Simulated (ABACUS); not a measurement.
**SnSe: single point with PBE**

Slab: SnSe, a slab with vacuum.

```
CELL_PARAMETERS angstrom
4.28533 0.00000 0.00000
0.00000 4.28533 0.00000
0.00000 0.00000 10.99069
ATOMIC_POSITIONS crystal
Sn 0.00000 0.50000 0.62777
Sn 0.50000 0.00000 0.37223
Se 0.00000 0.50000 0.38396
Se 0.50000 0.00000 0.61604
```

| Property | Result |
| --- | --- |
| Program | ABACUS 3.10.1 |
| Task | single point |
| Functional | PBE |
| Potentials or basis | PseudoDojo NC SR 0.4.1 PBE standard |
| Cutoff | 1184 eV |
| Density cutoff | 4735 eV |
| Basis | plane waves |
| k mesh | 6 × 6 × 3 |
| Occupations | fermi-dirac, width 0.05 eV |
| Spin | no spin polarisation |

```
Largest force          : 0.278 eV/Å
Band gap on the k mesh : 1.53 eV, direct
```

Forces on the atoms (eV/Å):
```
Sn   0.000  0.000  0.169
Sn   0.000  0.000 -0.169
Se   0.000  0.000 -0.278
Se   0.000  0.000  0.278
```

Stress tensor (GPa, compression positive):
```
0.52 0.00 0.00
0.00 0.52 0.00
0.00 0.00 0.97
```

Levels at points of the mesh, in eV from the valence-band top:
```tsv
k point	band 28	band 29	band 30	band 31	band 32	band 33
(0.00, 0.00, 0.00)	-1.63	-1.63	-0.22	1.69	3.64	3.87
(0.50, 0.00, 0.00)	-1.45	-0.17	-0.17	1.60	1.60	2.15
(0.50, 0.50, 0.00)	-3.13	-1.61	-1.61	3.73	3.73	4.77
```

Run time: 4.4 min on 4 MPI ranks on Intel(R) Xeon(R) Processor @ 2.50GHz (Skylake/Cascade Lake), with other jobs on the host, peak memory 1.5 GiB a rank.

Caveat: spin-orbit coupling is left out, which moves the levels of the heavy elements.
